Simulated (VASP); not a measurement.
# C (P6/mmm) in VASP: notebook, part 2 of 2

VASP 6.6.1. Earlier steps stand in the parts before.

## 6. Single point, PBE+D3(BJ) (the same crystal in its conventional cell)

Contents of INCAR:

```
ALGO = Normal ; EDIFF = 1E-6
ENCUT = 520 ; GGA = PE
ISIF = 2 ; ISMEAR = 0
IVDW = 12 ; LASPH = True
LCHARG = False ; LREAL = False
LWAVE = False ; NBANDS = 11
NELM = 100 ; PREC = Accurate
SIGMA = 0.1
```

Contents of KPOINTS:

```
k-points
0
Gamma
  21 21 12
```

Contents of POSCAR:

```
C
1.0
    2.4647271866      0.0000000000      0.0000000000
   -1.2323635933      2.1345163570      0.0000000000
    0.0000000000      0.0000000000      3.5745053369
C
2
Direct
    0.3333333333      0.6666666667      0.0000000000
    0.6666666667      0.3333333333      0.0000000000
```

Potentials or basis: VASP PAW PBE potentials, release 64 (C).

The run is started by

```console
$ cat potpaw_PBE.64/C/POTCAR > POTCAR
$ mpirun -np 1 vasp_std > vasp.out
```

OUTCAR:

```text
EDIFF = 1E-6
   ENCUT = 520
   GGA = PE
   ISIF = 2
   ISMEAR = 0
   IVDW = 12
   LASPH = True
   LREAL = False
   NELM = 100
   PREC = Accurate
 IVDW          = 12

 ion  position               nearest neighbor table
   1  0.333  0.667  0.000-   2 1.42   2 1.42   2 1.42
   2  0.667  0.333  0.000-   1 1.42   1 1.42   1 1.42

  LATTYP: Found a hexagonal cell.
 ALAT       =     2.4647271866
 C/A-ratio  =     1.4502640926

  Lattice vectors:

 A1 = (   2.4647271866,   0.0000000000,   0.0000000000)
 A2 = (  -1.2323635933,   2.1345163570,   0.0000000000)
 A3 = (   0.0000000000,   0.0000000000,   3.5745053369)

Analysis of symmetry for initial positions (statically):
=====================================================================
 Subroutine PRICEL returns:
 Original cell was already a primitive cell.

 Routine SETGRP: Setting up the symmetry group for a
 hexagonal supercell.

 Subroutine GETGRP returns: Found 24 space group operations
 (whereof 24 operations were pure point group operations)
 out of a pool of 24 trial point group operations.

The static configuration has the point symmetry D_6h.

Analysis of symmetry for dynamics (positions and initial velocities):
=====================================================================
 Subroutine PRICEL returns:
 Original cell was already a primitive cell.

 Routine SETGRP: Setting up the symmetry group for a
 hexagonal supercell.

 Subroutine GETGRP returns: Found 24 space group operations
 (whereof 24 operations were pure point group operations)
 out of a pool of 24 trial point group operations.

The dynamic configuration has the point symmetry D_6h.

 Subroutine INISYM returns: Found 24 space group operations
 (whereof 24 operations are pure point group operations),
 and found     1 'primitive' translations

----------------------------------------------------------------------------------------

                                     Primitive cell

  volume of cell :      18.8055

  direct lattice vectors                    reciprocal lattice vectors
     2.464727187  0.000000000  0.000000000     0.405724417  0.234245101  0.000000000
    -1.232363593  2.134516357  0.000000000     0.000000000  0.468490202  0.000000000
     0.000000000  0.000000000  3.574505337     0.000000000  0.000000000  0.279758989

  length of vectors
     2.464727187  2.464727187  3.574505337     0.468490202  0.468490202  0.279758989

  position of ions in fractional coordinates (direct lattice)
     0.333333333  0.666666667  0.000000000
     0.666666667  0.333333333  0.000000000

  ion indices of the primitive-cell ions
   primitive index   ion index
                 1           1
                 2           2

----------------------------------------------------------------------------------------

 KPOINTS: k-points

Automatic generation of k-mesh.
 Grid dimensions read from file:
 generate k-points for:   21   21   12

 Generating k-lattice:

  Cartesian coordinates                     Fractional coordinates (reciprocal lattice)
     0.019320210  0.011154529  0.000000000     0.047619048  0.000000000  0.000000000
     0.000000000  0.022309057  0.000000000     0.000000000  0.047619048  0.000000000
     0.000000000  0.000000000  0.023313249     0.000000000  0.000000000  0.083333333

  Length of vectors
     0.022309057  0.022309057  0.023313249

  Shift w.r.t. Gamma in fractional coordinates (k-lattice)
     0.000000000  0.000000000  0.000000000

 Subroutine IBZKPT returns following result:
 ===========================================

 Found    336 irreducible k-points:

 Following reciprocal coordinates:
            Coordinates               Weight
  0.000000  0.000000  0.000000      1.000000
  0.047619  0.000000  0.000000      6.000000
  0.095238  0.000000  0.000000      6.000000
  0.142857  0.000000  0.000000      6.000000
  0.190476  0.000000  0.000000      6.000000
  0.238095  0.000000  0.000000      6.000000
[... 16 lines left out ...]
  0.142857  0.095238  0.000000     12.000000
  0.190476  0.095238  0.000000     12.000000
 [... further k-points ...]
   k-points           NKPTS =    336   k-points in BZ     NKDIM =    336   number of bands    NBANDS=     11
   number of dos      NEDOS =    301   number of ions     NIONS =      2
   total plane-waves  NPLWV =   9072
   dimension x,y,z NGX =    18 NGY =   18 NGZ =   28
   dimension x,y,z NGXF=    36 NGYF=   36 NGZF=   56
   ions per type =               2
   NGX,Y,Z   is equivalent  to a cutoff of  12.14, 12.14, 13.02 a.u.
   NGXF,Y,Z  is equivalent  to a cutoff of  24.28, 24.28, 26.04 a.u.
 SYSTEM =  unknown system
   PREC   = accura    normal or accurate (medium, high low for compatibility)
   ISTART =      0    job   : 0-new  1-cont  2-samecut
   ICHARG =      2    charge: 1-file 2-atom 10-const
   ISPIN  =      1    spin polarized calculation?
   LNONCOLLINEAR =      F non collinear calculations
   LSORBIT =      F    spin-orbit coupling
   LASPH  =      T    aspherical Exc in radial PAW
   ENCUT  =  520.0 eV  38.22 Ry    6.18 a.u.   4.58  4.58  6.65*2*pi/ulx,y,z
   NELM   =    100;   NELMIN=  2; NELMDL= -5     # of ELM steps
   EDIFF  = 0.1E-05   stopping-criterion for ELM
[... 8 lines left out ...]
   TEBEG  =    0.0;   TEEND  =   0.0 temperature during run
   PSTRESS=    0.0 pullay stress
   NELECT =       8.0000    total number of electrons
   NUPDOWN=      -1.0000    fix difference up-down
   EMIN   =  10.00;   EMAX   =-10.00  energy-range for DOS
   EFERMI =   0.00;   METHOD = LEGACY
   ISMEAR =     0;   SIGMA  =   0.10  broadening in eV -4-tet -1-fermi 0-gaus
   EFERMI_NEDOS =   21; number of points for ismear=-14 and -15
   IALGO  =     38    algorithm
   IMIX   =      4    mixing-type and parameters
     AMIX     =   0.40;   BMIX     =  1.00
     AMIX_MAG =   1.60;   BMIX_MAG =  1.00
  volume/ion in A,a.u.               =       9.40        63.45
  Fermi-wavevector in a.u.,A,eV,Ry     =   1.231242  2.326710 20.625843  1.515957
  Thomas-Fermi vector in A             =   2.366059
   LORBIT       =      0    0 simple, 1 ext, 2 COOP (PROOUT), +10 PAW based schemes
   GGA     = PE    functional components
   LHFCALC =     F    Hartree Fock is set to
   AEXX    =    0.0000 exact exchange contribution
   IVDW    =    12    specifies the selected vdW correction
   LEPSILON=     F    determine dielectric tensor
   LRPA    =     F    only Hartree local field effects (RPA)
 non-spin polarized calculation
 Gauss-broadening in eV      SIGMA  =   0.10
  energy-cutoff  :      520.00
  volume of cell :       18.81
 maximum number of plane-waves:       522
   NGX =  9   NGY =  9   NGZ = 13

 number of electron       7.9999998 magnetization

 Free energy of the ion-electron system (eV)
  ---------------------------------------------------
  ext. energy  EPLUGINS =         0.00000000
  ---------------------------------------------------
  free energy    TOTEN  =       -18.42831618 eV

  energy without entropy =      -18.42822983  energy(sigma->0) =      -18.42827300

 E-fermi :   4.1518     XC(G=0):  -9.8748

 val. band max:        4.1516883763   @ k =   0.3333   0.3333   0.2500
 cond. band min:       4.3859927735   @ k =   0.3333   0.3333   0.1667
 fundamental gap:      0.2343043972
 Fermi energy:         4.1517726788

 k-point     1 :       0.0000    0.0000    0.0000
  band No.  band energies     occupation
      1     -15.4520      2.00000
      2      -2.7144      2.00000
      3       1.1245      2.00000
      4       1.1245      2.00000
      5       7.9844      0.00000
      6      12.4627      0.00000
      7      12.4627      0.00000
      8      15.7429      0.00000
      9      16.5746      0.00000
     10      26.3844      0.00000
     11      27.6861      0.00000
[... 309 lines left out ...]
 k-point    24 :       0.1905    0.0952    0.0000
  band No.  band energies     occupation
      1     -13.9538      2.00000
      2      -3.0302      2.00000
      3      -1.3647      2.00000
      4      -1.0085      2.00000
      5       9.8620      0.00000
      6      11.7624      0.00000
      7      13.0551      0.00000
      8      16.0634      0.00000
      9      19.9160      0.00000
     10      24.1020      0.00000
     11      26.8581      0.00000

 [... further k-points ...]

------------------------ aborting loop because EDIFF is reached ----------------------------------------

 Edisp (eV)   -0.28970

 E8    (eV) :    -0.0814

  FORCE on cell =-STRESS in cart. coord.  units (eV):
  Direction    XX          YY          ZZ          XY          YZ          ZX
  --------------------------------------------------------------------------------------
  -------------------------------------------------------------------------------------
  Total       0.07669     0.07669    -0.01183     0.00000     0.00000     0.00000
  in kB       6.53341     6.53341    -1.00803     0.00000     0.00000     0.00000
  external pressure =        4.02 kB  Pullay stress =        0.00 kB

 VOLUME and BASIS-vectors are now :
 -----------------------------------------------------------------------------
  energy-cutoff  :      520.00
  volume of cell :       18.81
      direct lattice vectors                 reciprocal lattice vectors
     2.464727187  0.000000000  0.000000000     0.405724417  0.234245101  0.000000000
    -1.232363593  2.134516357  0.000000000     0.000000000  0.468490202  0.000000000
     0.000000000  0.000000000  3.574505337     0.000000000  0.000000000  0.279758989

 POSITION                                       TOTAL-FORCE (eV/Angst)
 -----------------------------------------------------------------------------------
     -0.00000      1.42301      0.00000         0.000000     -0.000000      0.000000
      1.23236      0.71151      0.00000        -0.000000      0.000000     -0.000000
 -----------------------------------------------------------------------------------
    total drift:                                0.000000     -0.000000      0.000000

  FREE ENERGIE OF THE ION-ELECTRON SYSTEM (eV)
  ---------------------------------------------------
  free  energy   TOTEN  =       -18.7180145675 eV

  energy  without entropy=      -18.7179282206  energy(sigma->0) =      -18.71797139
```

Wall time 25 s (1 thread of AMD EPYC 9R45 (Zen 5), shared host); peak memory 0.14 GiB.

What came out:

| Property | Result |
| --- | --- |
| Free energy | -18.7180 eV |
| Pressure | 0.4 GPa |
| Band gap on the k mesh | none (metal or under the smearing width) |
| Dispersion energy per atom | -0.145 eV |

## 7. Overview

```tsv
task	cell	k mesh	cutoff (eV)	mesh quality	gap on the mesh (eV)	pressure (GPa)
single point	P6/mmm, 9.4 Å³/atom	21 × 21 × 6	520	not flagged	none	0.4
single point	P6/mmm, 9.4 Å³/atom	21 × 21 × 12	520	not flagged	none	0.4
relaxation of cell and atoms	relaxed	21 × 21 × 12	600	not flagged	none	0.0
single point	P6/mmm, 22.27 Å³/atom	9 × 9 × 2	520	coarse	none	-
single point	the same crystal in its conventional cell	21 × 21 × 12	520	not flagged	none	0.4
```

Alike in all rows: level PBE+D3(BJ); potentials or basis VASP PAW PBE potentials, release 64 (C); no spin polarisation; smearing gaussian 0.1 eV.

Caveats: some runs use coarse meshes.

Absolute energies hang on the potentials; compare differences alone.
